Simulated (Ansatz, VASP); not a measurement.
**One calculation of TiB, two programs**

INCAR

```
SYSTEM = TiB
  PREC = Accurate
  ENCUT = 520
  EDIFF = 1E-6
  ISMEAR = 0
  SIGMA = 0.1
  LREAL = .False.
  LASPH = .True.
  NELM = 100
  ALGO = Normal
  ISIF = 2
  LWAVE = .False.
  LCHARG = .False.
  GGA = PS
  NBANDS = 14
```

KPOINTS

```
Automatic mesh
0
Gamma
  14 14 14
  0 0 0
```

POSCAR

```
TiB
1.0
    0.0000000000      2.4285590852      2.4285590852
    2.4285590852      0.0000000000      2.4285590852
    2.4285590852      2.4285590852      0.0000000000
Ti B
1 1
Direct
    0.7500000000      0.7500000000      0.7500000000
    0.0000000000      0.0000000000      0.0000000000
```

Input for Ansatz:

```yaml
crystal:
  lattice:
    - [0.0, 2.4285590852, 2.4285590852]
    - [2.4285590852, 0.0, 2.4285590852]
    - [2.4285590852, 2.4285590852, 0.0]
  atoms:
    - { symbol: Ti, position: [0.75, 0.75, 0.75] }
    - { symbol: B, position: [0.0, 0.0, 0.0] }
basis:
  ecutwfc: 420
kpoints:
  mp_grid: { grid: [14, 14, 14] }
hamiltonian:
  xc: pbesol
scf:
  occupations: { method: gaussian, width: 0.1 }
output:
  forces: true
  stress: true
  eigenvalues: true
  write_density: true
  write_potential: true
  elf: true
  volumetric_format: npy
```

Alike in both runs: task single point; functional PBEsol; k mesh 14 × 14 × 14; occupations gaussian, width 0.1 eV; no spin polarisation.

|  | VASP | Ansatz |
| --- | --- | --- |
| version | VASP 6.6.1 | Ansatz 0.2.0 |
| potentials or method | VASP PAW PBE potentials, release 64 (Ti_sv, B) | scalar-relativistic, plane waves, PAW |
| plane-wave cutoff (eV) | 520 | 420 |
| valence electrons in the cell | 15 | 15 |

```csv
,VASP,Ansatz,Ansatz less VASP
gap on the k mesh at the Fermi level (eV),none,none,-
pressure (GPa),3.5,3.5,+0.02
```

A gap of «none» marks a metal or a gap that the smearing closes.

Caveats: the PAW data sets were made with another functional, which shifts forces and pressure a little (VASP).
